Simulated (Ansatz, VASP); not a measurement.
## SnO2 in VASP and in Ansatz

The input INCAR:

```
  PREC = Accurate
  ENCUT = 520
  EDIFF = 1E-6
  ISMEAR = 0
  SIGMA = 0.01
  LREAL = F
  LASPH = T
  NELM = 100
  ALGO = Normal
  ISIF = 2
  LWAVE = F
  LCHARG = T
  GGA = PS
  IVDW = 12
  LELF = T
  LVHAR = T
  NBANDS = 35
```

Contents of KPOINTS:

```
regular mesh
0
Gamma
  6 6 2
```

The input POSCAR:

```
SnO2
1.0
    3.2305756200      0.0000000000      0.0000000000
   -1.6152878100      2.7977605500      0.0000000000
    0.0000000000      0.0000000000     10.7905620000
Sn O
2 4
Direct
    0.0000000000      0.0000000000      0.5000000000
    0.0000000000      0.0000000000      0.0000000000
    0.6666666667      0.3333333333      0.4058620000
    0.6666666667      0.3333333333      0.0941380000
    0.3333333333      0.6666666667      0.5941380000
    0.3333333333      0.6666666667      0.9058620000
```

Input for Ansatz:

```yaml
crystal:
  lattice:
    - [3.23057562, 0.0, 0.0]
    - [-1.61528781, 2.79776055, 0.0]
    - [0.0, 0.0, 10.790562]
  atoms:
    - { symbol: Sn, position: [0.0, 0.0, 0.5] }
    - { symbol: Sn, position: [0.0, 0.0, 0.0] }
    - { symbol: O, position: [0.6666666666666666, 0.3333333333333333, 0.40586200000000006] }
    - { symbol: O, position: [0.6666666666666666, 0.3333333333333333, 0.094138] }
    - { symbol: O, position: [0.3333333333333333, 0.6666666666666666, 0.594138] }
    - { symbol: O, position: [0.3333333333333333, 0.6666666666666666, 0.9058619999999998] }
kpoints:
  mp_grid:
    grid: [6, 6, 2]
    shift: [0.0, 0.0, 0.0]
hamiltonian:
  xc: pbesol
  dispersion: d3bj
  pseudopotentials:
    kind: paw
scf:
  convergence:
    dr2_threshold: 1.0e-10
  occupations:
    method: fixed
output:
  eigenvalues: true
```

Measurements of this composition are mostly on another form, of space group No. 136.

Alike in both runs: task single point; functional PBEsol; dispersion D3(BJ); k mesh 6 × 6 × 2; no spin polarisation.

```csv
,VASP,Ansatz
version,VASP 6.6.1,Ansatz 0.2.0
potentials or method,"VASP PAW PBE potentials, release 64 (Sn_d, O)","plane waves, PAW"
plane-wave cutoff (eV),520,420
occupations,"gaussian, width 0.01 eV",fixed
valence electrons in the cell,52,52
```

|  | VASP | Ansatz | Ansatz less VASP |
| --- | --- | --- | --- |
| gap on the k mesh at the Fermi level (eV) | 2.07 | 2.09 | +0.022 |
| dispersion energy (meV/atom) | -137.6 | -137.6 | -0.04 |

Caveats: spin-orbit coupling is left out, which moves the levels of the heavy elements. As with any semilocal functional, this PBEsol gap is likely too small. A k mesh can miss the band edges.
